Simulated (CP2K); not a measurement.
Runs of CP2K 2026.2 on PbS. It takes space group Cmcm (No. 63, orthorhombic). The conventional cell has a = 4.160 Å, b = 11.983 Å, c = 4.279 Å, α = 90.00°, β = 90.00°, γ = 90.00°. Pb (site symmetry m2m) is surrounded by 5 S at 2.69 to 2.99 Å. Around S (site symmetry m2m) lie 5 Pb at 2.69 to 2.99 Å. Measurements of this composition are mostly on another form, of space group No. 225.

```csv
level,potentials or basis,spin,smearing,NGRIDS,points a segment of the path (NPOINTS),bands added on the path,soc after scf,CUTOFF of the grids,gap on the mesh (eV),pressure (GPa),largest force (eV/Å)
PBE,"GTH_SOC_POTENTIALS Pb GTH-PBE-q4, S GTH-PBE-q6; TZVP-MOLOPT-PBE-GTH basis","SOC, no magnetisation",fermi-dirac 0.05 eV,4,10,6,yes,450 Ry,-,1.1,0.11
r2SCAN,"POTENTIAL_UZH Pb GTH-SCAN-q4, S GTH-SCAN-q6; TZVP-MOLOPT-SCAN-GTH basis",off,fermi-dirac 0.05 eV,4,8,6,-,675 Ry,(a),(b),0.20
PBE,"POTENTIAL_UZH Pb GTH-PBE-q4, S GTH-PBE-q6; TZVP-MOLOPT-PBE-GTH basis",off,fermi-dirac 0.01 eV,5,10,6,-,450 Ry,(c),1.8,0.22
TB-mBJ,"POTENTIAL_UZH Pb GTH-PBE-q4, S GTH-PBE-q6; TZVP-MOLOPT-PBE-GTH basis",off,fermi-dirac 0.0259 eV,4,8,4,-,675 Ry,1.56,-,-
LDA,"GTH_POTENTIALS Pb GTH-PADE-q4, S GTH-PADE-q6; TZVP-MOLOPT-PBE-GTH basis",off,fermi-dirac 0.1 eV,4,6,4,-,450 Ry,1.05,-4.2,0.28
PBEsol,"POTENTIAL_UZH Pb GTH-PBE-q4, S GTH-PBE-q6; TZVP-MOLOPT-PBE-GTH basis",off,fermi-dirac 0.1 eV,5,10,4,-,450 Ry,1.10,0.4,0.27
```

Alike in all rows: task band structure; cell as given; k mesh 7 × 7 × 6.

Estimate the missing entries.

(a) 1.33; (b) -0.9; (c) 1.19.

Caveats: the basis of atomic orbitals isn't converged, which shifts pressures, moduli and gaps; spin-orbit coupling is left out, which as a rule narrows the gap of such compounds by several tenths of an eV (some runs); the mesh misses the band edges, which the band path finds closer together (some runs); the potentials were made for another functional, which shifts forces and pressure (some runs); this is a model potential without an energy functional, so only levels have meaning (some runs).

A k mesh can miss the band edges, and rows without SOC leave out spin-orbit coupling on Pb.
